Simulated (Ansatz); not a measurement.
Level of theory: DFT PBE, scalar-relativistic, plane waves, PAW in Ansatz 0.2.0. Settings: cutoff 420 eV, Γ-centred meshes spaced at most about 0.3 Å⁻¹, and about 0.25 Å⁻¹ or finer for metals (2π included), Gaussian smearing. No spin polarisation.

Temperature and zero-point effects are left out.

Problem. Which of these relaxed structures of In3Sb2As is the lowest in energy?
A. Space group P3m1 (No. 156), trigonal, a = 4.194 Å, c = 11.376 Å. Around In on its first site lie 3 As at 3.06 Å, 3 Sb at 3.06 Å and 1 In at 3.64 Å; around In on its second site lie 3 Sb at 3.00 Å, 3 In at 3.21 Å and 1 In at 3.64 Å; Sb on its first site has 3 As at 2.86 Å and 3 In at 3.30 Å; around As lie 3 Sb at 2.86 Å and 3 In at 3.06 Å; 2 more sites not described.
B. Space group P1 (No. 1), triclinic, a = 4.559 Å, b = 6.498 Å, c = 7.305 Å, α = 66.8°, β = 86.1°, γ = 69.6°. Around In on its first site lie 1 As at 2.84 Å, 3 Sb at 2.95–3.03 Å and 1 In at 3.28 Å; around In on its second site lie 2 As at 2.80–2.87 Å, 1 Sb at 3.01 Å, 1 In at 3.07 Å and 1 In at 3.28 Å; Sb on its first site is surrounded by 4 In at 2.96–3.03 Å and 1 Sb at 2.98 Å; As is surrounded by 4 In at 2.80–2.89 Å and 1 Sb at 2.84 Å; 2 more sites not described.

Solution. B. The other, A, lies 18 meV/atom higher. Counting As or Sb atoms around In (for each partner element, those within 1.25 times its shortest distance or 1.15 times the sum of covalent radii, where it is the nearest in units of that sum or under 1.3; a slash parts the counts of unlike sites): B has In 3/4; A has In 3/6. B holds Sb–Sb pairs (shortest 2.98 Å); in A the shortest Sb–Sb distance is 4.19 Å. Both come from invented guesses. The lowest form computed isn't among them: it has Sb and As ordered on zinc blende sites, space group P3m1 (No. 156), 34.2 Å³/atom and lies 176 meV/atom below the best shown. Even the lowest of the cells shown lies +0.03 eV/atom against the elements.

For metals, differences of a few meV/atom aren't resolved. Spin–orbit coupling, which can matter for Sb, is left out. Cells relaxed within their symmetry can be saddle points. Some types were kept out of the candidates beforehand, so the set may lack a known form.
